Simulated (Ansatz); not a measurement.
# MgTe: the cost of one run

Program: Ansatz 0.2.0. Level of theory: DFT r2SCAN, scalar-relativistic, plane waves, PAW. These are calculated values, not measurements.

## 1. The structure to begin with

The structure is cubic, space group F-43m (No. 216). Conventional cell: a = 6.509 Å, b = 6.509 Å, c = 6.509 Å, α = 90.00°, β = 90.00°, γ = 90.00°. Around Mg (site symmetry -43m) lie 4 Te at 2.82 Å. Te (site symmetry -43m) has 4 Mg at 2.82 Å as nearest neighbours.

Structure file:

```cif
data_structure
_symmetry_space_group_name_H-M 'P 1'
_symmetry_Int_Tables_number 1
_cell_length_a 4.6028
_cell_length_b 4.6028
_cell_length_c 4.6028
_cell_angle_alpha 60.000
_cell_angle_beta 60.000
_cell_angle_gamma 60.000
_cell_volume 68.95
loop_
_atom_site_label
_atom_site_type_symbol
_atom_site_fract_x
_atom_site_fract_y
_atom_site_fract_z
_atom_site_occupancy
Mg1 Mg 0.00000 0.00000 0.00000 1
Te1 Te 0.25000 0.25000 0.25000 1
```

The cell was relaxed beforehand at this level, from a generated guess; it needn't be the stable form of this composition. At a tolerance of 0.02 Å it has space group F-43m (No. 216); it has 34.48 Å³/atom, an uncorrected energy of -0.88 eV/atom over the elements and, on its mesh, gap 2.33 eV.

## 2. Level of theory: r2SCAN

input.yaml

```yaml
crystal:
  lattice:
    - [0.0, 3.254655482, 3.254655482]
    - [3.254655482, 0.0, 3.254655482]
    - [3.254655482, 3.254655482, 0.0]
  atoms:
    - { symbol: Mg, position: [0.0, 0.0, 0.0] }
    - { symbol: Te, position: [0.25, 0.25, 0.25] }
basis:
  ecutwfc: 500
kpoints:
  mp_grid: { grid: [8, 8, 8] }
  band_path:
    path:
      - [[0.0, 0.0, 0.0], [-0.5, -0.5, 0.0], [-0.375, -0.375, 0.25]]
      - [[-0.375, 0.0, 0.375], [0.0, 0.0, 0.0], [0.0, 0.0, 0.5], [-0.5, -0.25, 0.25], [-0.5, -0.5, 0.0]]
    npoints: 14
hamiltonian:
  xc: r2scan
scf:
  occupations: { method: gaussian, width: 0.02 }
  n_extra_bands: 6
output:
  forces: true
  stress: true
  eigenvalues: true
  populations: true
  dos: { projected: true, de: 0.02, nscf_kmesh: { grid: [12, 12, 12] } }
  bader: true
  write_density: true
  write_potential: true
  elf: true
  volumetric_format: npy
```

The run is started by

```
$ ansatz run input.yaml --threads 1 --pin off --max-ram 2560MiB --backend cpu --events-out ev --progress --plain --runs-dir out
```

**Question.** How long does this run take on 1 thread of Intel Xeon 6975P-C (Granite Rapids), shared host, and how much memory does it need?

About 40 s, with a peak of 0.57 GiB.
